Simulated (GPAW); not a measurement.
# Dielectric function and optical constants of CuI (Marshite)

Aim: the dielectric function of CuI (Marshite), and the optical constants that follow from it. The cell comes from an older database entry, whose edges can differ from later determinations, mostly by under a per cent.

Method: DFT, PBE, plane-wave PAW (GPAW data sets), scalar-relativistic, RPA, optical limit, in GPAW 26.7.0.

The database entry behind the starting cell differs from later determinations by our own check (about 0.15 % long (mineral sample)), so it need not match the best structure at ambient conditions.

**1. Set-up**

The structure is cubic, space group F-43m (No. 216). Conventional cell: a = 6.063 Å, b = 6.063 Å, c = 6.063 Å, α = 90.00°, β = 90.00°, γ = 90.00°. I has 4 Cu at 2.63 Å nearest. Nearest to Cu lie 4 I at 2.63 Å. Farther neighbours and most contacts between anions are not listed.

Structure file:

```xyz
2
Lattice="0.0000 3.0315 3.0315 3.0315 0.0000 3.0315 3.0315 3.0315 0.0000" Properties=species:S:1:pos:R:3 pbc="T T T"
I     0.0000    0.0000    0.0000
Cu    4.5473    4.5473    4.5473
```

**2. Dielectric function, RPA**

Local fields let the induced charge screen the field inside the cell, which as a rule lowers ε, most along directions where the density is uneven.

df.py

```python
from gpaw.response.df import DielectricFunction

df = DielectricFunction('full.gpw', frequencies={'type': 'nonlinear', 'domega0': 0.03, 'omega2': 8},
                        ecut=50,
                        eta=0.15,
                        nbands=36,
                        txt='df.txt')
for direction in ['x']:
    df.get_dielectric_function(xc='RPA', direction=direction, filename=f'df_{direction}.csv')
```

Command:

```bash
OMP_NUM_THREADS=1 python df.py
```

What does the calculation give for the electronic dielectric constant ε∞, mean over x, y and z (RPA); and main peak of Im epsilon, first axis?

At this level (PBE, RPA) CuI has ε∞ = 6.08 and n = 2.53 at 1550 nm, and Im ε peaks at 7.3 eV. Local fields change the static value along x from 6.71 to 6.08 (-9 %). Distinct maxima of Im ε, read by a parabola through the highest points, lie at 4.64 eV (6.9), 6.27 eV (6.1), 6.91 eV (7.3) and 7.32 eV (7.5).

* electronic dielectric constant ε∞, mean over x, y and z (by symmetry where fewer were run) (RPA): 6.08
* main peak of Im epsilon, first axis: 7.32 eV

Excitons and phonon-assisted transitions are missing; PBE gaps are as a rule too small, which pulls the onset down and ε∞ up. Spin-orbit coupling is left out although heavy atoms are present. The sum runs over mesh points, so small or evenly spaced maxima can still be ripples of the mesh. In this version of GPAW the matrix elements of the optical limit are incomplete, which can lower ε − 1 by up to a tenth where first-row anions or d states rule, and shift it by more in d metals.

[Machine, clock and banner lines and Python warnings are left out of the logs.]

[Logs are printed without paths, hosts, clocks, repeated set-up lines and the standing remarks that a program may print on its own settings, such as how far it seeks lower states.]

[Hosts, paths, dates, database ids (printed as entryN), source tags and the programs' standing remarks are cut or masked in the printed files.]
